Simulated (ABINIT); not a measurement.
SnSe2:

```xyz
3
Lattice="3.8110 0.0000 0.0000 -1.9055 3.3004 0.0000 0.0000 0.0000 6.1360" Properties=species:S:1:pos:R:3 pbc="T T T"
Sn    0.0000    0.0000    0.0000
Se    1.9055    1.1001    4.6081
Se    0.0000    2.2003    1.5279
```

Program: ABINIT 10.8.3 (patched build). Alike in all runs: no spin polarisation; cell as given; smearing fermi-dirac 0.05 eV.

Q: Order these runs on this cell by their band gap on the k mesh, lowest first.
A. level LDA; potentials or basis JTH PAW LDA v2.0; k mesh 5 × 5 × 3; cutoff (eV) 408; fine-grid cutoff 816.342 eV; mesh quality not flagged
B. level r2SCAN; potentials or basis JTH PAW PBE v2.0; k mesh 3 × 3 × 2; cutoff (eV) 490; fine-grid cutoff 979.61 eV; mesh quality coarse
C. level revPBE; potentials or basis JTH PAW PBE v2.0; k mesh 8 × 8 × 5; cutoff (eV) 408; fine-grid cutoff 816.342 eV; mesh quality not flagged
D. level r2SCAN; potentials or basis JTH PAW PBE v2.0; k mesh 6 × 6 × 4; cutoff (eV) 490; fine-grid cutoff 979.61 eV; mesh quality not flagged

A: A (0.65 eV), C (0.86 eV), D (1.10 eV), B (1.51 eV).

Caveats: some runs use coarse meshes; spin-orbit coupling is left out, which moves the levels of the heavy elements; an odd mesh through Γ misses points on the zone boundary, where band edges often lie (some runs).

A k mesh can miss the band edges, odd and even meshes differently.

Runs at the PBE level aren't shown here.
